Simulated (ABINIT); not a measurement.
# Si2W (I4/mmm) in ABINIT: notebook

One crystal, Si2W, is run at these levels: LDA; tasks: relaxation of cell and atoms, single point.

Everything below comes from runs of ABINIT 10.8.3 (patched build). Logs are shortened: lines on timing, memory, paths and dates and some standing lists are left out, and cuts for length are marked. The log counts tension as positive stress, the text compression.

## Step 1: The crystal as given

The structure is tetragonal, space group I4/mmm (No. 139). Conventional cell: a = 3.214 Å, b = 3.214 Å, c = 7.830 Å, α = 90.00°, β = 90.00°, γ = 90.00°. W (site symmetry 4/mmm) has 10 Si at 2.62 Å as nearest neighbours. Si (site symmetry 4mm) is surrounded by 5 Si at 2.59 to 2.63 Å and 5 W at 2.62 Å.

## Step 2: Relaxation of cell and atoms, LDA

run.abi reads:

```
pp_dirpath "./"
pseudos "W.upf, Si.upf"

acell 8.5542390769 8.5542390769 8.5542390769
rprim
    -0.3549820016     0.3549820016     0.8648558013
     0.3549820016    -0.3549820016     0.8648558013
     0.3549820016     0.3549820016    -0.8648558013
ntypat 2
znucl 74 14
natom 3
typat 1 2 2
chkprim 0
chksymtnons 0
tolsym 1.0e-6
xred
            0.0            0.0            0.0
   0.6653000000   0.6653000000            0.0
   0.3347000000   0.3347000000            0.0

ecut 35.0
ecutsm 0.5

kptopt 1
ngkpt 9 9 9
nshiftk 1
shiftk 0.0 0.0 0.0

ixc 7

nband 15
occopt 3
tsmear 0.00183747

nstep 80
tolvrs 1.0e-12

iomode 3
prteig 0
prtebands 0
prtwf 0
prtden 0

ionmov 2
optcell 2
ntime 50
tolmxf 2.0e-5
dilatmx 1.08
```

Potentials or basis: PseudoDojo NC SR LDA v0.4.1 standard.

Started as:

```console
mpirun --bind-to none -np 4 abinit run.abi > log 2>&1
```

run.abo:

```text
.Version 10.8.3 of ABINIT
 Symmetries : space group I4/m m m (#139); Bravais tI (body-center tetrag.)
================================================================================
 Values of the parameters that define the memory need of the present run
     intxc =       0    ionmov =       2      iscf =       7    lmnmax =       8
     lnmax =       8     mgfft =      50  mpssoang =       4    mqgrid =    3001
     natom =       3  nloc_mem =       1    nspden =       1   nspinor =       1
    nsppol =       1      nsym =      16    n1xccc =    2501    ntypat =       2
    occopt =       3   xclevel =       1
       mpw =        3429          nfft =      125000          nkpt =          75
================================================================================
================================================================================

--------------------------------------------------------------------------------
------------- Echo of variables that govern the present computation ------------
--------------------------------------------------------------------------------
 -outvars: echo values of preprocessed input variables --------
            acell      8.5542390769E+00  8.5542390769E+00  8.5542390769E+00 Bohr
              amu      1.83850000E+02  2.80855000E+01
          chkprim           0
      chksymtnons           0
          dilatmx      1.08000000E+00
             ecut      3.50000000E+01 Hartree
           ecutsm      5.00000000E-01 Hartree
           ionmov           2
                       outvar_i_n : Printing only first  50 k-points.
              ixc           7
                       outvar_i_n : Printing only first  50 k-points.
         kptrlatt        9    0    0      0    9    0      0    0    9
          kptrlen      5.46588164E+01
            natom           3
            nband          15
            ngfft          50      50      50
             nkpt          75
            nstep          80
             nsym          16
            ntime          50
           ntypat           2
                       prtocc : prtvol=0, do not print more k-points.
           occopt           3
          optcell           2
           prtden           0
        prtebands           0
           prteig           0
            prtwf           0
            rprim     -3.5498200160E-01  3.5498200160E-01  8.6485580130E-01
                       3.5498200160E-01 -3.5498200160E-01  8.6485580130E-01
                       3.5498200160E-01  3.5498200160E-01 -8.6485580130E-01
          spgroup         139
           tolmxf      2.00000000E-05
           tolsym      1.00000000E-06
           tolvrs      1.00000000E-12
           tsmear      1.83747000E-03 Hartree
            typat      1  2  2
                       outvars : Printing only first  50 k-points.
           xangst      0.0000000000E+00  0.0000000000E+00  0.0000000000E+00
                      -3.2876152788E-16  2.4589103253E-16  5.2092324663E+00
                      -1.1862256997E-16  7.6931972047E-17  2.6206675281E+00
            xcart      0.0000000000E+00  0.0000000000E+00  0.0000000000E+00
                      -6.2126924843E-16  4.6466670829E-16  9.8440226875E+00
                      -2.2416416959E-16  1.4538035750E-16  4.9523438952E+00
             xred      0.0000000000E+00  0.0000000000E+00  0.0000000000E+00
                       6.6530000000E-01  6.6530000000E-01 -2.5785828431E-17
                       3.3470000000E-01  3.3470000000E-01 -1.2972368519E-17
            znucl       74.00000   14.00000

================================================================================

 chkinp: Checking input parameters for consistency.

================================================================================
== DATASET  1 ==================================================================

--- !DatasetInfo
iteration_state: {dtset: 1, }
dimensions: {natom: 3, nkpt: 75, mband: 15, nsppol: 1, nspinor: 1, nspden: 1, mpw: 3429, }
cutoff_energies: {ecut:  35.0, pawecutdg:  -1.0, }
electrons: {nelect:   2.20000000E+01, charge:   0.00000000E+00, occopt:   3.00000000E+00, tsmear:   1.83747000E-03, }
meta: {optdriver: 0, ionmov: 2, optcell: 2, iscf: 7, paral_kgb: 0, }
...

 Exchange-correlation functional for the present dataset will be:
  LDA: Perdew-Wang 92 LSD fit to Ceperley-Alder data - ixc=7
  J.P.Perdew and Y.Wang, PRB 45, 13244 (1992)

 Real(R)+Recip(G) space primitive vectors, cartesian coordinates (Bohr,Bohr^-1):
 R(1)= -3.0366009  3.0366009  7.3981833  G(1)=  0.0000000  0.1646578  0.0675842
 R(2)=  3.0366009 -3.0366009  7.3981833  G(2)=  0.1646578  0.0000000  0.0675842
 R(3)=  3.0366009  3.0366009 -7.3981833  G(3)=  0.1646578  0.1646578  0.0000000
 Unit cell volume ucvol=  2.7287297E+02 bohr^3
 Angles (23,13,12)=  1.38415317E+02  1.38415317E+02  6.02675125E+01 degrees

 getcut: wavevector=  0.0000  0.0000  0.0000  ngfft=  50  50  50
         ecut(hartree)=     40.824   => boxcut(ratio)=   2.03298

--- Pseudopotential description ------------------------------------------------
- pspini: atom type   1  psp file is ./W.upf
  74.00000  14.00000  180309                  znucl, zion, pspdat
12 -1012 3 -1 1380                            pspcod,pspxc,lmax,lloc,mmax
     nproj     2     2     2     2

- pspini: atom type   2  psp file is ./Si.upf
  14.00000   4.00000  180309                  znucl, zion, pspdat
12 -1012 2 -1 1510                            pspcod,pspxc,lmax,lloc,mmax
     nproj     2     2     2     0

   5.41555377E+02                                ecore*ucvol(ha*bohr**3)
--------------------------------------------------------------------------------

================================================================================

=== [ionmov= 2] Broyden-Fletcher-Goldfarb-Shanno method (forces)
================================================================================

--- Iteration: ( 1/50) Internal Cycle: (1/1)
--------------------------------------------------------------------------------

---SELF-CONSISTENT-FIELD CONVERGENCE--------------------------------------------

--- !BeginCycle
iteration_state: {dtset: 1, itime: 1, icycle: 1, }
solver: {iscf: 7, nstep: 80, nline: 4, wfoptalg: 0, }
tolerances: {tolvrs: 1.00E-12, }
...

     iter   Etot(hartree)      deltaE(h)  residm     vres2
 ETOT  1  -84.457935069022    -8.446E+01 7.730E-02 3.514E+01
 ETOT  2  -84.492705872556    -3.477E-02 2.787E-02 6.324E+01
 ETOT  3  -84.497200822182    -4.495E-03 1.010E-02 5.814E-01
 ETOT  4  -84.497244619491    -4.380E-05 9.197E-03 5.556E-03
 ETOT  5  -84.497245129096    -5.096E-07 4.501E-03 2.155E-04
 ETOT  6  -84.497245145708    -1.661E-08 3.960E-03 1.078E-06
 ETOT  7  -84.497245145826    -1.182E-10 1.809E-03 5.014E-08
 ETOT  8  -84.497245145833    -7.319E-12 1.279E-03 4.654E-10
 ETOT  9  -84.497245145831     1.990E-12 1.073E-03 7.387E-12
 ETOT 10  -84.497245145833    -1.705E-12 1.567E-03 5.456E-15

 At SCF step   10       vres2   =  5.46E-15 < tolvrs=  1.00E-12 =>converged.

 Cartesian components of stress tensor (hartree/bohr^3)
  sigma(1 1)=  2.04918354E-04  sigma(3 2)=  0.00000000E+00
  sigma(2 2)=  2.04918354E-04  sigma(3 1)=  0.00000000E+00
  sigma(3 3)=  2.24259241E-04  sigma(2 1)=  0.00000000E+00
[... 766 lines left out ...]
 -3.95175782448887E-20 -5.05342509496549E-20 -6.78732461750137E-20
  6.65196084620230E-01  6.65196084620230E-01 -2.57750998841264E-17
  3.34803915379771E-01  3.34803915379771E-01 -1.28849503860189E-17
 Cartesian forces (fcart) [Ha/bohr]; max,rms= 1.29807E-06 6.11914E-07 (free atoms)
 -0.00000000000000E+00 -7.05860789378584E-23 -7.05860789378584E-23
  7.77063522466867E-24 -1.15301343260508E-22  1.29806523725990E-06
 -7.77063522466867E-24  1.85887422198366E-22 -1.29806523725990E-06
 Gradient of E wrt nuclear positions in reduced coordinates (gred)
  7.30055653001483E-22  3.05343139497996E-22 -3.05343139497996E-22
 -9.52039835239806E-06 -9.52039835239806E-06  9.52039835239806E-06
  9.52039835239806E-06  9.52039835239806E-06 -9.52039835239806E-06
 Scale of Primitive Cell (acell) [bohr]
  8.47901818588271E+00  8.47901818588271E+00  8.47901818588271E+00
 Real space primitive translations (rprimd) [bohr]
 -3.00847220793628E+00  3.00847220793628E+00  7.33429883115487E+00
  3.00847220793628E+00 -3.00847220793628E+00  7.33429883115487E+00
  3.00847220793628E+00  3.00847220793628E+00 -7.33429883115487E+00
 Unitary Cell Volume (ucvol) [Bohr^3]=  2.65528168610142E+02
 Angles (23,13,12)= [degrees]
  1.38435940480383E+02  1.38435940480383E+02  6.02359873443684E+01
 Lengths [Bohr]
  8.47901818588271E+00  8.47901818588271E+00  8.47901818588271E+00
 Stress tensor in cartesian coordinates (strten) [Ha/bohr^3]
 -8.68482396953335E-08  0.00000000000000E+00  0.00000000000000E+00
  0.00000000000000E+00 -8.68482396866599E-08  0.00000000000000E+00
  0.00000000000000E+00  0.00000000000000E+00  5.33420902934512E-11
 Total energy (etotal) [Ha]= -8.44980417851398E+01

 Difference of energy with previous step (new-old):
           Absolute (Ha)=-1.17363E-09
           Relative     =-1.38895E-11

 At Broyd/MD step   8, gradients are converged :
  max grad (force/stress) = 8.6848E-06 < tolmxf= 2.0000E-05 ha/bohr (free atoms)

================================================================================

 ----iterations are completed or convergence reached----

 Mean square residual over all n,k,spin=   80.852E-11; max=  90.951E-08
 reduced coordinates (array xred) for    3 atoms
      -0.000000000000     -0.000000000000     -0.000000000000
       0.665196084620      0.665196084620     -0.000000000000
       0.334803915380      0.334803915380     -0.000000000000
 rms dE/dt=  7.7734E-06; max dE/dt=  9.5204E-06; dE/dt below (all hartree)
    1       0.000000000000      0.000000000000      0.000000000000
    2      -0.000009520398     -0.000009520398      0.000009520398
    3       0.000009520398      0.000009520398     -0.000009520398

 cartesian coordinates (angstrom) at end:
    1     -0.00000000000000    -0.00000000000000    -0.00000000000000
    2      0.00000000000000    -0.00000000000000     5.16344331491454
    3     -0.00000000000000     0.00000000000000     2.59884427861877

 cartesian forces (hartree/bohr) at end:
    1     -0.00000000000000    -0.00000000000000    -0.00000000000000
    2      0.00000000000000    -0.00000000000000     0.00000129806524
    3     -0.00000000000000     0.00000000000000    -0.00000129806524
 frms,max,avg= 6.1191382E-07 1.2980652E-06   0.000E+00  0.000E+00  0.000E+00 h/b

 cartesian forces (eV/Angstrom) at end:
    1     -0.00000000000000    -0.00000000000000    -0.00000000000000
    2      0.00000000000000    -0.00000000000000     0.00006674919826
    3     -0.00000000000000     0.00000000000000    -0.00006674919826
 frms,max,avg= 3.1465874E-05 6.6749198E-05   0.000E+00  0.000E+00  0.000E+00 e/A
 length scales=  8.479018185883  8.479018185883  8.479018185883 bohr
              =  4.486903191757  4.486903191757  4.486903191757 angstroms
 Fermi (or HOMO) energy (hartree) =   0.52713   Average Vxc (hartree)=  -0.47139
 Eigenvalues (hartree) for nkpt=  75  k points:
 kpt#   1, nband= 15, wtk=  0.00137, kpt=  0.0000  0.0000  0.0000 (reduced coord)
  -2.18163   -0.86885   -0.86715   -0.86715    0.00667    0.27292    0.39443    0.40258
   0.42342    0.42342    0.55305    0.63633    0.63853    0.64666    0.64666
      occupation numbers for kpt#   1
   2.00000    2.00000    2.00000    2.00000    2.00000    2.00000    2.00000    2.00000
   2.00000    2.00000    0.00000    0.00000    0.00000    0.00000    0.00000
 prteigrs : prtvol=0 or 1, do not print more k-points.

--- !EnergyTerms
iteration_state     : {dtset: 1, itime: 8, icycle: 1, }
comment             : Components of total free energy in Hartree
kinetic             :  2.39258037622624E+01
hartree             :  1.36541648887698E+01
xc                  : -1.98088942958001E+01
Ewald energy        : -6.32068140808367E+01
psp_core            :  2.03954020923609E+00
local_psp           : -5.50473117180134E+01
non_local_psp       :  1.39455745814458E+01
internal            : -8.44979366529360E+01
'-kT*entropy'       : -1.05132203840434E-04
total_energy        : -8.44980417851398E+01
total_energy_eV     : -2.29930885204448E+03
band_energy         : -4.85587067686023E+00
...

 rms coord change=  6.9277E-05   atom, delta coord (reduced):
     1       -0.000000000000     -0.000000000000     -0.000000000000
     2       -0.000103915380     -0.000103915380      0.000000000000
     3        0.000103915380      0.000103915380      0.000000000000

 Cartesian components of stress tensor (hartree/bohr^3)
  sigma(1 1)= -8.68482397E-08  sigma(3 2)=  0.00000000E+00
  sigma(2 2)= -8.68482397E-08  sigma(3 1)=  0.00000000E+00
  sigma(3 3)=  5.33420903E-11  sigma(2 1)=  0.00000000E+00

-Cartesian components of stress tensor (GPa)         [Pressure=  1.7029E-03 GPa]
- sigma(1 1)= -2.55516343E-03  sigma(3 2)=  0.00000000E+00
- sigma(2 2)= -2.55516343E-03  sigma(3 1)=  0.00000000E+00
- sigma(3 3)=  1.56937848E-06  sigma(2 1)=  0.00000000E+00

== END DATASET(S) ==============================================================
================================================================================

 -outvars: echo values of variables after computation  --------
            acell      8.4790181859E+00  8.4790181859E+00  8.4790181859E+00 Bohr
           etotal     -8.4498041785E+01
            fcart     -0.0000000000E+00 -7.0586078938E-23 -7.0586078938E-23
                       7.7706352247E-24 -1.1530134326E-22  1.2980652373E-06
                      -7.7706352247E-24  1.8588742220E-22 -1.2980652373E-06
            rprim     -3.5481374635E-01  3.5481374635E-01  8.6499387905E-01
                       3.5481374635E-01 -3.5481374635E-01  8.6499387905E-01
                       3.5481374635E-01  3.5481374635E-01 -8.6499387905E-01
           strten     -8.6848239695E-08 -8.6848239687E-08  5.3342090293E-11
                       0.0000000000E+00  0.0000000000E+00  0.0000000000E+00
           xangst     -1.2559392876E-19 -9.0516513890E-20 -8.6078269907E-20
                       1.8340704991E-17 -1.0040939272E-16  5.1634433149E+00
                      -5.1757211636E-17  1.0731144837E-17  2.5988442786E+00
             xred     -3.9517578245E-20 -5.0534250950E-20 -6.7873246175E-20
                       6.6519608462E-01  6.6519608462E-01 -2.5775099884E-17
                       3.3480391538E-01  3.3480391538E-01 -1.2884950386E-17
 Calculation completed.
```

It took 4.8 min on 4 MPI ranks of Arm Neoverse V2, shared host; peak memory 0.4 GiB.

What came out:

```yaml
Free_energy: -2299.3089 eV
Relaxed_volume: 13.12 Å³/atom
Relaxed_cell: a = 4.487 Å, b = 4.487 Å, c = 4.487 Å, α = 138.44°, β = 138.44°, γ = 60.24°
Space_group_after_relaxing_to_0.05_Å: I4/mmm (No. 139)
Energy_gained_by_relaxing: 7.2 meV/atom
Ionic_steps: 8
Pressure_after_relaxing: 0.0 GPa
Band_gap_on_the_k_mesh: none (metal or under the smearing width)
```

The path:
| step | energy change (eV) | largest force (eV/Å) | pressure (GPa) | volume (Å³) |
| --- | --- | --- | --- | --- |
| 1 | 0.0000 | 0.0889 | -6.22 | 40.44 |
| 2 | -0.0197 | 0.0198 | -1.92 | 39.67 |
| 3 | -0.0216 | 0.0090 | 0.06 | 39.34 |
| 4 | -0.0217 | 0.0064 | 0.00 | 39.35 |
| 5 | -0.0217 | 0.0032 | -0.01 | 39.35 |
| 6 | -0.0217 | 0.0025 | 0.00 | 39.35 |
| 7 | -0.0217 | 0.0006 | 0.00 | 39.35 |
| 8 | -0.0217 | 0.0001 | 0.00 | 39.35 |

Final structure:
```cif
data_structure
_symmetry_space_group_name_H-M 'P 1'
_symmetry_Int_Tables_number 1
_cell_length_a 4.4869
_cell_length_b 4.4869
_cell_length_c 4.4869
_cell_angle_alpha 138.436
_cell_angle_beta 138.436
_cell_angle_gamma 60.236
_cell_volume 39.35
loop_
_atom_site_label
_atom_site_type_symbol
_atom_site_fract_x
_atom_site_fract_y
_atom_site_fract_z
_atom_site_occupancy
W1 W 0.00000 0.00000 0.00000 1
Si1 Si 0.66520 0.66520 0.00000 1
Si2 Si 0.33480 0.33480 0.00000 1
```

(Part 1 of 2 ends here.)
